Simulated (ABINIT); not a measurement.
An input for ABINIT 10.8.3 (SiC (F-43m)):

```
acell 3*1.0 Angstrom
rprim 
  -0.000000000000 2.179000000000 2.179000000000
  2.179000000000 -0.000000000000 2.179000000000
  2.179000000000 2.179000000000 -0.000000000000
ntypat 2
znucl 14 6
natom 2
typat 1 2
xred 
  0.000000000000 0.000000000000 0.000000000000
  0.250000000000 0.250000000000 0.250000000000
pp_dirpath "pseudos"
pseudos "Si.upf, C.upf"
ecut 37
ngkpt 6 6 6
nshiftk 1
shiftk 0 0 0
kptopt 1
chksymbreak 0
istwfk *1
occopt 1
irdwfk 1
optdriver 3
nband 157
ecuteps 9.6
inclvkb 2
awtr 1
symchi 1
indata_prefix "in"
outdata_prefix "out"
tmpdata_prefix "tmp"
```

```sh
OMP_NUM_THREADS=1 mpirun -n 4 abinit run.abi > log
```

Estimate wall time and host memory on 4 MPI ranks of Arm Neoverse V1, shared host.

It took 70 s; on shared hardware allow 35 s to 2.3 min. Peak host memory was 1 GiB.

[Paths, hosts, dates, memory and timing lines, banners, echoed tables and standing remarks are left out of the program output.]

[Logs are printed without paths, hosts, clocks, repeated set-up lines and the standing remarks that a program may print on its own settings, such as how far it seeks lower states.]

[Runs of the session that timed out or met a known fault of the program may be left out.]

[Hosts, paths, dates, database ids (printed as entryN), source tags and the programs' standing remarks are cut or masked in the printed files.]

[G0W0 gaps are taken among the corrected bands and points alone; a level outside them can change the order at an edge.]

[Where Ansatz stands beside ABINIT at settings called matched, ABINIT's density can come from a denser mesh and the files from another edition; pairs whose starting gaps differed by over 0.03 eV were left out, so agreement reads better than it is.]
